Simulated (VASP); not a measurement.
# A VASP 6.6.1 single-point calculation on LiH

INCAR

```
LCHARG = .FALSE.
NBANDS = 9
GGA = PE
NSW = 0
LWAVE = .FALSE.
IBRION = -1
ISMEAR = -1
PREC = Accurate
LREAL = .FALSE.
ENCUT = 520
LASPH = .TRUE.
SIGMA = 0.02
ISIF = 2
NELM = 64
EDIFF = 1E-8
```

KPOINTS

```
KPOINTS created by Atomic Simulation Environment
0
Gamma
10 10 10
0 0 0
```

POSCAR

```
Li H
 1.0000000000000000
     0.0000000000000000    2.0029948411000000    1.9929798669000001
     2.0029948411000000    0.0000000000000000    1.9929798669000001
     2.0029948411000000    2.0029948411000000    0.0000000000000000
 Li  H
   1   1
Cartesian
  0.0000000000000000  0.0000000000000000  0.0000000000000000
  2.0029948411000000  2.0029948411000000  1.9929798669000001
```

The recommended PBE PAW datasets give the neutral cell 4 valence electrons.

Command

```
mpirun -np 1 vasp_std
```

OSZICAR

```
N       E                     dE             d eps       ncg     rms          rms(c)
DAV:   1    -0.156012894461E+01   -0.15601E+01   -0.14301E+03  1844   0.413E+02
DAV:   2    -0.630249893367E+01   -0.47424E+01   -0.47181E+01  2635   0.555E+01
DAV:   3    -0.636909837614E+01   -0.66599E-01   -0.66559E-01  2246   0.539E+00
DAV:   4    -0.636993252185E+01   -0.83415E-03   -0.83410E-03  2538   0.355E-01
DAV:   5    -0.636993410075E+01   -0.15789E-05   -0.15789E-05  2322   0.180E-02    0.288E+00
DAV:   6    -0.618682380142E+01    0.18311E+00   -0.14841E-01  2033   0.120E+00    0.144E+00
DAV:   7    -0.612522914236E+01    0.61595E-01   -0.19238E-01  2136   0.154E+00    0.220E-01
DAV:   8    -0.612701977823E+01   -0.17906E-02   -0.43762E-03  2191   0.431E-01    0.429E-02
DAV:   9    -0.612694983816E+01    0.69940E-04   -0.15289E-04  2386   0.482E-02    0.682E-03
DAV:  10    -0.612694411282E+01    0.57253E-05   -0.63693E-06  2100   0.180E-02    0.230E-03
DAV:  11    -0.612694329131E+01    0.82151E-06   -0.18186E-07  2668   0.200E-03    0.458E-04
DAV:  12    -0.612694260969E+01    0.68162E-06   -0.71410E-09  2110   0.622E-04    0.401E-04
DAV:  13    -0.612694272041E+01   -0.11071E-06   -0.77493E-09  1570   0.398E-04    0.283E-05
DAV:  14    -0.612694274532E+01   -0.24914E-07   -0.28530E-10  1147   0.133E-04    0.238E-05
DAV:  15    -0.612694273950E+01    0.58163E-08   -0.32568E-11  1135   0.418E-05
   1 F= -.61269427E+01 E0= -.61269427E+01  d E =-.842014E-11
```

From OUTCAR

```
k-points           NKPTS =    102   k-points in BZ     NKDIM =    102   number of bands    NBANDS=      9

   NELECT =       4.0000    total number of electrons

   dimension x,y,z NGX =    24 NGY =   24 NGZ =   24
   dimension x,y,z NGXF=    48 NGYF=   48 NGZF=   48

  energy-cutoff  :      520.00
  volume of cell :       15.99
      direct lattice vectors                 reciprocal lattice vectors
     0.000000000  2.002994841  1.992979867    -0.249626205  0.249626205  0.250880608
     2.002994841  0.000000000  1.992979867     0.249626205 -0.249626205  0.250880608
     2.002994841  2.002994841  0.000000000     0.249626205  0.249626205 -0.250880608

 k-points in reciprocal lattice and weights: KPOINTS created by Atomic Simulation Env
   0.00000000  0.00000000  0.00000000       0.001
   0.10000000  0.00000000  0.00000000       0.008
   0.20000000  0.00000000  0.00000000       0.008
   0.30000000  0.00000000  0.00000000       0.008
   0.40000000 -0.00000000  0.00000000       0.008
   0.50000000 -0.00000000  0.00000000       0.004
   0.10000000  0.10000000  0.00000000       0.002
   0.20000000  0.10000000  0.00000000       0.008
   ...

 E-fermi :   0.5232

 k-point     1 :       0.0000    0.0000    0.0000
  band No.  band energies     occupation
      1     -44.1604      2.00000
      2      -5.3359      2.00000
      3      16.3073      0.00000
      4      18.0571      0.00000
      5      18.1001      0.00000
      6      18.1001      0.00000
      7      22.8046      0.00000
      8      22.8046      0.00000
      9      22.8331      0.00000

 k-point     2 :       0.1000    0.0000    0.0000
  band No.  band energies     occupation
      1     -44.1560      2.00000
      2      -5.1587      2.00000
      3      14.8128      0.00000
      4      17.0918      0.00000
      5      17.6906      0.00000
      6      17.6985      0.00000
      7      22.2441      0.00000
      8      23.6548      0.00000
      9      23.6636      0.00000

 k-point     3 :       0.2000    0.0000    0.0000
  band No.  band energies     occupation
      1     -44.1441      2.00000
      2      -4.6405      2.00000
      3      11.5360      0.00000
      4      15.8183      0.00000
      5      17.0514      0.00000
      6      17.0768      0.00000
      7      23.0902      0.00000
      8      23.3691      0.00000
      9      23.5388      0.00000

 k-point     4 :       0.3000    0.0000    0.0000
  band No.  band energies     occupation
      1     -44.1293      2.00000
      2      -3.8423      2.00000
      3       8.3745      0.00000
      4      14.7676      0.00000
      5      16.6544      0.00000
      6      16.7111      0.00000
      7      21.2965      0.00000
      8      21.4479      0.00000
      9      24.6597      0.00000

 k-point     5 :       0.4000   -0.0000    0.0000
  band No.  band energies     occupation
      1     -44.1174      2.00000
      2      -2.9646      2.00000
      3       6.0075      0.00000
      4      14.0810      0.00000
      5      16.5841      0.00000
      6      16.6690      0.00000
      7      19.7985      0.00000
      8      19.9256      0.00000
      9      26.4985      0.00000

 ...

  Total       -0.0155301     -0.0155301      0.0203239      0.0000000      0.0000000      0.0000000
  in kB       -1.5559400     -1.5559400      2.0362183      0.0000000      0.0000000      0.0000000
  external PRESSURE =      -0.3585539 kB  Pullay stress =       0.0000000 kB

 POSITION                                       TOTAL-FORCE (eV/Angst)
 -----------------------------------------------------------------------------------
      0.00000      0.00000      0.00000         0.000000     -0.000000     -0.000000
      2.00299      2.00299      1.99298        -0.000000      0.000000      0.000000
 -----------------------------------------------------------------------------------
    total drift:                                0.000000     -0.000000     -0.000000

  FREE ENERGIE OF THE ION-ELECTRON SYSTEM (eV)
  ---------------------------------------------------
  free  energy   TOTEN  =        -6.1269427395 eV

  energy  without entropy=       -6.1269427395  energy(sigma->0) =       -6.12694274
```

It converged. Results: gap between bands v and c on the k mesh 2.93 eV; least direct gap on the k mesh 2.96 eV; pressure 0.0 GPa. Band v is the last that the valence electrons fill when counted band by band, and c is the next.

For comparison, a separate PBE run of the intended cell, on usual settings and not on those above, gives a gap of 2.93 eV on its mesh and a pressure of 0.0 GPa.

The run above took about 9.8 s on one core of a shared host (Intel Xeon Platinum 8488C) and held 0.14 GiB at most.
